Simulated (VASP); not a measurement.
# W (Im-3m) in VASP: further runs, part 2 of 2

VASP 6.6.1.

### Step 5. Single point, PBE+D3(BJ) (a relaxed cell with its volume scaled by 0.97)

Contents of INCAR:

```
PREC = Accurate ; ENCUT = 520
EDIFF = 1E-7 ; ISMEAR = 0
SIGMA = 0.1 ; LREAL = F
LASPH = T ; NELM = 100
ALGO = Normal ; ISIF = 2
LWAVE = F ; LCHARG = F
GGA = PE ; IVDW = 12
NBANDS = 13
```

Contents of KPOINTS:

```
regular mesh
0
Gamma
  18 18 18
```

Contents of POSCAR:

```
W                                       
1.0
   -1.5646630683      1.5646630683      1.5646630683
    1.5646630683     -1.5646630683      1.5646630683
    1.5646630683      1.5646630683     -1.5646630683
  W             
     1
Direct
     0.0000000000000000    0.0000000000000000    0.0000000000000000
```

Potentials or basis: VASP PAW PBE potentials, release 64 (W_sv).

Started as:

```console
cat potpaw_PBE.64/W_sv/POTCAR > POTCAR
mpirun -np 1 vasp_std > vasp.out
```

OUTCAR:

```text
PREC = Accurate
   ENCUT = 520
   EDIFF = 1E-7
   ISMEAR = 0
   LREAL = F
   LASPH = T
   NELM = 100
   ISIF = 2
   GGA = PE
   IVDW = 12
 IVDW          = 12

 ion  position               nearest neighbor table
   1  0.000  0.000  0.000-

  LATTYP: Found a body centered cubic cell.
 ALAT       =     3.1293261366

  Lattice vectors:

 A1 = (  -1.5646630683,   1.5646630683,   1.5646630683)
 A2 = (   1.5646630683,  -1.5646630683,   1.5646630683)
 A3 = (   1.5646630683,   1.5646630683,  -1.5646630683)

Analysis of symmetry for initial positions (statically):
=====================================================================
 Subroutine PRICEL returns:
 Original cell was already a primitive cell.

 Routine SETGRP: Setting up the symmetry group for a
 body centered cubic supercell.

 Subroutine GETGRP returns: Found 48 space group operations
 (whereof 48 operations were pure point group operations)
 out of a pool of 48 trial point group operations.

The static configuration has the point symmetry O_h .

Analysis of symmetry for dynamics (positions and initial velocities):
=====================================================================
[... 171 lines left out ...]
      6      10.6552      2.00000
      7      10.6552      2.00000
      8      10.6552      2.00000
      9      14.2854      0.00000
     10      14.2854      0.00000
     11      26.5349      0.00000
     12      26.5349      0.00000
     13      26.5349      0.00000
[... 354 lines left out ...]
  band No.  band energies     occupation
      1     -62.0411      2.00000
      2     -27.0564      2.00000
      3     -26.2106      2.00000
      4     -25.7786      2.00000
      5       5.9049      2.00000
      6       8.3702      2.00000
      7      11.4056      2.00000
      8      14.0647      0.00000
      9      15.4702      0.00000
     10      18.6824      0.00000
     11      23.3576      0.00000
     12      24.6990      0.00000
     13      29.2875      0.00000

 [... further k-points ...]

------------------------ aborting loop because EDIFF is reached ----------------------------------------

 Edisp (eV)   -0.72010

 E8    (eV) :    -0.3693

  FORCE on cell =-STRESS in cart. coord.  units (eV):
  Direction    XX          YY          ZZ          XY          YZ          ZX
  --------------------------------------------------------------------------------------
  -------------------------------------------------------------------------------------
  Total       1.00903     1.00903     1.00903     0.00000     0.00000    -0.00000
  in kB     105.50989   105.50989   105.50989     0.00000     0.00000    -0.00000
  external pressure =      105.51 kB  Pullay stress =        0.00 kB

 VOLUME and BASIS-vectors are now :
 -----------------------------------------------------------------------------
  energy-cutoff  :      520.00
  volume of cell :       15.32
      direct lattice vectors                 reciprocal lattice vectors
    -1.564663068  1.564663068  1.564663068     0.000000000  0.319557616  0.319557616
     1.564663068 -1.564663068  1.564663068     0.319557616  0.000000000  0.319557616
     1.564663068  1.564663068 -1.564663068     0.319557616  0.319557616  0.000000000

 POSITION                                       TOTAL-FORCE (eV/Angst)
 -----------------------------------------------------------------------------------
      0.00000      0.00000      0.00000         0.000000      0.000000      0.000000
 -----------------------------------------------------------------------------------
    total drift:                                0.000000      0.000000      0.000000

  FREE ENERGIE OF THE ION-ELECTRON SYSTEM (eV)
  ---------------------------------------------------
  free  energy   TOTEN  =       -13.6252136471 eV

  energy  without entropy=      -13.6218357378  energy(sigma->0) =      -13.62352469
```

OSZICAR:

```text
N       E                     dE             d eps       ncg     rms          rms(c)
DAV:   1     0.834783697431E+02    0.83478E+02   -0.75196E+03  5125   0.124E+03
DAV:   2    -0.118921693899E+02   -0.95371E+02   -0.91459E+02  5695   0.317E+02
DAV:   3    -0.134866863371E+02   -0.15945E+01   -0.15900E+01  5540   0.399E+01
DAV:   4    -0.134928649692E+02   -0.61786E-02   -0.61784E-02  5665   0.273E+00
DAV:   5    -0.134929138843E+02   -0.48915E-04   -0.48916E-04  5635   0.228E-01    0.223E+01
DAV:   6    -0.130327216706E+02    0.46019E+00   -0.36962E-01  5310   0.828E+00    0.925E+00
DAV:   7    -0.129092388952E+02    0.12348E+00   -0.19921E-01  5655   0.578E+00    0.544E-01
DAV:   8    -0.129050923181E+02    0.41466E-02   -0.40753E-03  5180   0.828E-01    0.114E-01
DAV:   9    -0.129051178223E+02   -0.25504E-04   -0.38327E-05  5810   0.731E-02    0.651E-02
DAV:  10    -0.129051097097E+02    0.81125E-05   -0.10069E-05  5590   0.467E-02    0.630E-03
DAV:  11    -0.129051100525E+02   -0.34281E-06   -0.16184E-07  4434   0.488E-03    0.867E-04
DAV:  12    -0.129051099151E+02    0.13745E-06   -0.92450E-09  2865   0.119E-03    0.755E-05
DAV:  13    -0.129051098871E+02    0.28000E-07   -0.14278E-09  2615   0.536E-04
   1 F= -.13625214E+02 E0= -.13623525E+02  d E =-.337791E-02
```

stdout:

```text
POSCAR found type information on POSCAR W
 POSCAR found :  1 types and       1 ions
 scaLAPACK will be used
 LDA part: xc-table for (Slater+PW92), standard interpolation
 POSCAR, INCAR and KPOINTS ok, starting setup
 FFT: planning ... GRIDC
 FFT: planning ... GRID_SOFT
 FFT: planning ... GRID
 WAVECAR not read
 entering main loop
```

It took 18 s on 1 thread of Intel Xeon Platinum 8488C (Sapphire Rapids), shared host; peak memory 0.16 GiB.

Results:

```
Free energy                : -13.6252 eV
Pressure                   : 10.6 GPa
Band gap on the k mesh     : none (metal or under the smearing width)
Dispersion energy per atom : -0.720 eV
```

Levels at points of the mesh, in eV from the Fermi level:
```csv
k point,band 3,band 4,band 5,band 6,band 7,band 8,band 9,band 10,band 11,band 12
"(0.00, 0.00, 0.00)",-37.64,-37.64,-9.82,-1.28,-1.28,-1.28,2.35,2.35,14.60,14.60
"(0.50, 0.00, 0.00)",-38.11,-37.65,-6.49,-3.73,0.81,2.27,3.29,6.47,11.58,11.66
"(0.50, 0.50, 0.50)",-38.64,-38.64,-6.11,-6.11,5.43,5.43,5.43,8.54,8.54,8.54
```

Caveat: pairwise dispersion overbinds metals, which lowers pressure and volume. Spin-orbit coupling is left out, which matters for the levels of W.

### Step 6. Single point, PBE+D3(BJ) (a relaxed cell with its volume scaled by 1.03)

INCAR is that of step 5.

KPOINTS is that of step 5.

Contents of POSCAR:

```
W                                       
1.0
   -1.5962809418      1.5962809418      1.5962809418
    1.5962809418     -1.5962809418      1.5962809418
    1.5962809418      1.5962809418     -1.5962809418
  W             
     1
Direct
     0.0000000000000000    0.0000000000000000    0.0000000000000000
```

Potentials or basis: VASP PAW PBE potentials, release 64 (W_sv).

Started as:

```console
cat potpaw_PBE.64/W_sv/POTCAR > POTCAR
mpirun -np 1 vasp_std > vasp.out
```

Wall time 20 s (1 thread of Intel Xeon Platinum 8488C (Sapphire Rapids), shared host); peak memory 0.17 GiB.

Results (log left out):

```
Free energy                : -13.6273 eV
Pressure                   : -9.0 GPa
Band gap on the k mesh     : none (metal or under the smearing width)
Dispersion energy per atom : -0.677 eV
```

Levels at points of the mesh, in eV from the Fermi level:
| k point | band 4 | band 5 | band 6 | band 7 | band 8 | band 9 | band 10 | band 11 |
| --- | --- | --- | --- | --- | --- | --- | --- | --- |
| (0.00, 0.00, 0.00) | -37.81 | -9.49 | -1.18 | -1.18 | -1.18 | 2.20 | 2.20 | 14.46 |
| (0.50, 0.00, 0.00) | -37.82 | -6.11 | -3.44 | 0.59 | 2.08 | 3.03 | 5.92 | 10.67 |
| (0.50, 0.50, 0.50) | -38.64 | -5.63 | -5.63 | 4.98 | 4.98 | 4.98 | 8.04 | 8.04 |

Caveat: pairwise dispersion overbinds metals, which lowers pressure and volume. Spin-orbit coupling is left out, which matters for the levels of W.

### Step 7. Summary

```tsv
task	cell	gap on the mesh (eV)	pressure (GPa)
relaxation of cell and atoms	relaxed	none	0.0
single point	as given	none	0.0
single point	a relaxed cell with its volume scaled by 0.97	none	10.6
single point	a relaxed cell with its volume scaled by 1.03	none	-9.0
```

Alike in all rows: level PBE+D3(BJ); potentials or basis VASP PAW PBE potentials, release 64 (W_sv); no spin polarisation; k mesh 18 × 18 × 18; cutoff (eV) 520; smearing gaussian 0.1 eV.

Caveats: pairwise dispersion overbinds metals, which lowers pressure and volume; the relaxation stopped at its first step, so nothing moved (some runs).

Absolute energies hang on the potentials; compare differences alone.
